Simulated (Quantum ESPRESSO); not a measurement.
**BaTiO3 in Quantum ESPRESSO: the effect of functional**

The system is BaTiO3.

```
Ba Ti O
1.0
     2.82737    1.63238    2.31839
    -2.82737    1.63238    2.31839
     0.00000   -3.26476    2.31839
Ba Ti O
1 1 3
Direct
  0.00000 0.00000 0.00000
  0.48450 0.48450 0.48450
  0.50860 0.01750 0.50860
  0.01750 0.50860 0.50860
  0.50860 0.50860 0.01750
```

Alike in all runs:

| Property | Result |
| --- | --- |
| Program | Quantum ESPRESSO 7.5 |
| Task | phonons |
| Cutoff | 612 eV |
| Density cutoff | 4898 eV |
| k mesh | 2 × 2 × 2, shifted |
| Occupations | fermi-dirac, width 0.05 eV |
| Spin | no spin polarisation |

Each run relaxes the cell or the atoms first.

```tsv
functional	potentials or basis	relaxed volume (Å³/atom)	dielectric constant (mean)	highest phonon frequency (cm⁻¹)
LDA	GBRV 1.5 LDA	?	?	?
WC	GBRV 1.5 PBE	12.59	5.98	493
BLYP	GBRV 1.5 PBE	13.48	5.73	477
AM05	GBRV 1.5 PBE	12.63	5.97	490
vdW-DF-cx	GBRV 1.5 PBE	12.64	5.89	494
```

Question: What does the run with functional LDA give?

Answer: Relaxed volume 12.23 Å³/atom; dielectric constant 6.00 mean; highest phonon frequency 504 cm⁻¹.

Caveats: all runs use coarse meshes; the cell relaxed to another space group than the one typed; the potentials were made for another functional, which shifts forces and pressure (some runs).
